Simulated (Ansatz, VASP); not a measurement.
# Rh: VASP beside Ansatz

The input INCAR:

```
SYSTEM = Rh
PREC = Accurate ; ENCUT = 520
EDIFF = 1E-7 ; ISMEAR = 0
SIGMA = 0.1 ; LREAL = .FALSE.
LASPH = .TRUE. ; NELM = 60
ALGO = Normal ; ISIF = 2
LWAVE = .FALSE. ; LCHARG = .TRUE.
GGA = PE ; LELF = .TRUE.
LVHAR = .TRUE. ; NBANDS = 14
```

Contents of KPOINTS:

```
regular mesh
0
G
  18 18 18
  0 0 0
```

File POSCAR:

```
Rh
1.0
    0.0000000000      1.8956443845      1.8956443845
    1.8956443845      0.0000000000      1.8956443845
    1.8956443845      1.8956443845      0.0000000000
Rh
1
Direct
    0.0000000000      0.0000000000      0.0000000000
```

Input for Ansatz:

```yaml
crystal:
  lattice:
    - [0.0, 1.8956443845, 1.8956443845]
    - [1.8956443845, 0.0, 1.8956443845]
    - [1.8956443845, 1.8956443845, 0.0]
  atoms:
    - { symbol: Rh, position: [0.0, 0.0, 0.0] }
basis:
  ecutwfc: 420
kpoints:
  mp_grid: { grid: [18, 18, 18] }
hamiltonian:
  xc: pbe
scf:
  occupations: { method: gaussian, width: 0.1 }
output:
  forces: true
  stress: true
  eigenvalues: true
```

Alike in both runs: task single point; functional PBE; k mesh 18 × 18 × 18; occupations gaussian, width 0.1 eV; no spin polarisation.

```csv
,VASP,Ansatz
version,VASP 6.6.1,Ansatz 0.2.0
potentials or method,"VASP PAW PBE potentials, release 64 (Rh_pv)","scalar-relativistic, plane waves, PAW"
plane-wave cutoff (eV),520,420
valence electrons in the cell,15,17
```

```tsv
	VASP	Ansatz	Ansatz less VASP
gap on the k mesh at the Fermi level (eV)	none	none	-
pressure (GPa)	8.5	8.5	-0.05
```

A gap of «none» marks a metal or a gap that the smearing closes. The two sets of potentials don't hold the same shells in valence.
